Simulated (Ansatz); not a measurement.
**Reading a calculation: CaS (rocksalt structure)**

**What was measured.** A cell as deposited of cubic CaS (space group Fm-3m), temperature not stated, from the Crystallography Open Database (1963), has a = 5.690 Å and 23.03 Å³/atom.

Method: r²SCAN, scalar-relativistic; no spin polarisation; PAW, 500 eV, Γ-centred 8×8×8 mesh, 0.05 eV Gaussian smearing; code Ansatz; PAW files: Ansatz's generated set soft_2.

The start was a prototype's sites filled with these elements; the Crystallography Open Database holds the compound in this structure.

The relaxed structure (symmetry read at 0.01 Å). The structure is cubic, space group Fm-3m (No. 225). The conventional cell has a = 5.696 Å, b = 5.696 Å, c = 5.696 Å, α = 90.00°, β = 90.00°, γ = 90.00°. Ca (site symmetry m-3m) is surrounded by 6 S at 2.85 Å. S (site symmetry m-3m) is surrounded by 6 Ca at 2.85 Å. (Neighbours are counted to 15 % beyond the shortest distance.)

Task: Should it be a metal or an insulator?

Result: Formal charges Ca²⁺, S²⁻ balance and leave closed shells on every ion, so a band insulator is expected, and the gap is 2.80 eV.

Task: What fixes the bond lengths?

Result: Shannon's ionic radii give a check on the bond lengths: Ca²⁺ with 6 neighbours 1.00 Å + S²⁻ 1.84 Å = 2.84 Å against a computed mean of 2.85 Å. Sums and bonds agree within 3 %, so ion sizes set the bond lengths.

Task: How ionic is it?

Result: Bader charges against formal ones: Ca +1.52 (+2), S −1.52 (−2). The cations give up 76 % of the formal charge; Bader charges stay under formal ones because the anions' density reaches into the cations' basins.

Task: How stiff is it, in energy terms?

Result: B0·V0 = 61.4 GPa × 23.10 Å³ = 8.85 eV/atom sets the scale: near the minimum ΔE ≈ ½ B0 V0 x², with x = V/V0 − 1, and a pressure of 0.6 GPa squeezes the volume by about 1 %. At the ends of the curve: x = −4.0 % predicts 7.1 meV/atom and the run gives 7.6; x = +7.0 % predicts 21.7 meV/atom and the run gives 19.3. The lopsidedness is anharmonic: atoms resist being pushed together more than being pulled apart.

Task: Which Debye temperature follows from the elastic moduli?

Result: K = 61 GPa and G = 43 GPa (Hill). With a density of 2.593 g/cm³ (mean mass 36.1 u, 23.10 Å³/atom), K = 61.4 and G = 43.2 GPa from the unrounded constants, v_l = √((K + 4G/3)/ρ) = 6780 m/s and v_t = √(G/ρ) = 4080 m/s. The mean [(1/v_l³ + 2/v_t³)/3]^(−1/3) is 4510 m/s, and θ_D = (ħ/k_B)(6π²/V)^(1/3) v_m ≈ 470 K, with V the volume an atom.

All results together:

| Quantity | Value |
| --- | --- |
| Volume | 23.10 Å³/atom |
| Band gap | 2.80 eV |
| Smallest direct gap | 3.63 eV |
| Bader charges | Ca 1.52; S -1.52 e |
| Formation energy from the elements (0 K, uncorrected) | -2.46 eV/atom |
| Bulk modulus (Birch–Murnaghan) | 61 GPa |
| Pressure derivative B0′ | 4.1 |
| Shear modulus (Hill) | 43 GPa |
| Young's modulus | 105 GPa |
| Poisson's ratio | 0.21 |
| Elastically stable | yes |

**Against experiment.** r²SCAN gives 5.696 Å and 23.10 Å³/atom, +0.3 % in volume (+0.1 % in length) from the database's cell. Agreement this close is partly luck: the calculation is for a static lattice, the crystal has zero-point motion and thermal expansion, roughly 0.9 to 2.2 % in volume at 300 K (room temperature assumed) by Grüneisen's rule, γ·3k_BT/(B0·V0) with γ of 1 to 2.5.

Semilocal functionals underestimate band gaps, commonly by a third or more.
